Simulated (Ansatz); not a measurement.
The system is WC.

```xyz
2
Lattice="1.6403 -2.1180 0.0000 1.6403 2.1180 0.0000 0.0000 0.0000 4.3094" Properties=species:S:1:pos:R:3 pbc="T T T"
W     1.6403    0.0000    2.1547
C     0.0000    0.0000    0.0000
```

The cell was built by a generator and needn't be a form met in nature.

```yaml
Program: Ansatz 0.2.0
Task: relaxation of cell and atoms
Functional: PBEsol
Dispersion: D4
Potentials_or_basis: Ansatz PAW
Cutoff: "420 eV (not typed: the program's choice for these potentials)"
k_mesh: 10 × 10 × 6
Occupations: fermi-dirac, width 0.05 eV
Spin: no spin polarisation
```

At the start: volume 14.97 Å³/atom.

How do energy, volume and symmetry change on relaxing?

It ends after 18 steps and the volume is 11.15 Å³/atom (-25.5 %); space group Cmmm (No. 65, to 0.05 Å).

The path:
| step | energy change (eV) | largest force (eV/Å) | volume (Å³) |
| --- | --- | --- | --- |
| 1 | 0.0000 | 0.0000 | 29.94 |
| 2 | -0.8662 | 0.0000 | 27.37 |
| 3 | -1.6750 | 0.0000 | 25.38 |
| 4 | -2.4689 | 0.0000 | 23.87 |
| 5 | -3.1835 | 0.0000 | 22.44 |
| 6 | -3.7530 | 0.0000 | 21.37 |
| 7 | -4.1562 | 0.0000 | 21.43 |
| 8 | -4.2505 | 0.0000 | 21.02 |
| 9 | -4.2930 | 0.0000 | 22.13 |
| 10 | -4.3062 | 0.0000 | 22.25 |
| 11 | -4.3070 | 0.0000 | 22.21 |
| 12 | -4.3071 | 0.0000 | 22.19 |
| 13 | -4.3071 | 0.0000 | 22.20 |
| 14 | -4.3175 | 0.0000 | 22.20 |
| 15 | -4.3181 | 0.0000 | 22.29 |
| 16 | -4.3181 | 0.0000 | 22.31 |
| 17 | -4.3181 | 0.0000 | 22.31 |
| 18 | -4.3183 | 0.0000 | 22.31 |

Final structure:
```cif
data_structure
_symmetry_space_group_name_H-M 'P 1'
_symmetry_Int_Tables_number 1
_cell_length_a 2.9331
_cell_length_b 2.9331
_cell_length_c 2.9922
_cell_angle_alpha 90.000
_cell_angle_beta 90.000
_cell_angle_gamma 119.940
_cell_volume 22.31
loop_
_atom_site_label
_atom_site_type_symbol
_atom_site_fract_x
_atom_site_fract_y
_atom_site_fract_z
_atom_site_occupancy
W1 W 0.50000 0.50000 0.50000 1
C1 C 0.00000 0.00000 0.00000 1
```

Caveat: the volume moved by over 15 % at a fixed basis, so the end points are rough; the plane-wave basis is chosen anew once the cell has moved, so the energies of steps on either side of that aren't comparable; pairwise dispersion overbinds metals, which lowers pressure and volume; the PAW data sets come from PBE, with cores solved anew for the run's functional, which leaves a small shift of forces and pressure.
